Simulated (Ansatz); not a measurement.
A trial structure of Ge was built thus: random cell by space group and Wyckoff sites (P-3m1, No. 164). The dimensions are guesses.

```
CELL_PARAMETERS angstrom
2.91462 0.00000 0.00000
-1.45731 2.52414 0.00000
0.00000 0.00000 5.66360
ATOMIC_POSITIONS crystal
Ge 0.33333 0.66667 0.58263
Ge 0.66667 0.33333 0.41737
Ge 0.00000 0.00000 0.50000
```

The calculation used Ansatz 0.2.0, DFT PBE, scalar-relativistic, plane waves, PAW. Cutoff 420 eV, Gaussian smearing, Γ-centred meshes. Cell and atoms relax first on a coarse mesh and then on a finer one. In between, the cell is made exact in the group found at 0.06 Å. In metals the finer mesh still leaves noise of several meV/atom or more. The steps can't lower the symmetry of their start. No spin polarisation.

A guess keeps its type if space group and coordination stay and the shape of the cell changes little (axis ratios within about 15 %, angles within 6°); the volume may change.

**Question.** Does it keep its structure type, or change into something else?

**Answer.** It doesn't keep its type. The symmetry goes from P-3m1 (No. 164) to Fm-3m (No. 225), and the primitive cell from 3 to 1 atom. The end has the fcc type. The volume per atom grows by 40.8 %, from 13.9 to 19.6 Å³. The shortest distance goes from 1.75 Å (Ge–Ge) to 3.02 Å (Ge–Ge). Counting neighbours within 15 % of an atom's shortest distance, the start has Ge 6 and the end Ge 12. In detail, at the end Ge is surrounded by 12 Ge at 3.02 Å.

```
Ge
1.0
     0.00000    2.13855    2.13855
     2.13855    0.00000    2.13855
     2.13855    2.13855    0.00000
Ge
1
Direct
  0.50000 0.50000 0.50000
```

Energies count from the standard state of Ge at the same level.

**Question.** At what energy does it end?

**Answer.** +0.33 eV/atom. So it is a metastable form at best.

The last run used a 24×24×24 mesh for its 1-atom cell and Gaussian smearing of 0.10 eV. Symmetry constrained the relaxation, so the result can be a saddle point. Another cell of Ge relaxed alike, in Pm-3m, lies 85 meV/atom lower, so this cell isn't the stable form at this level.
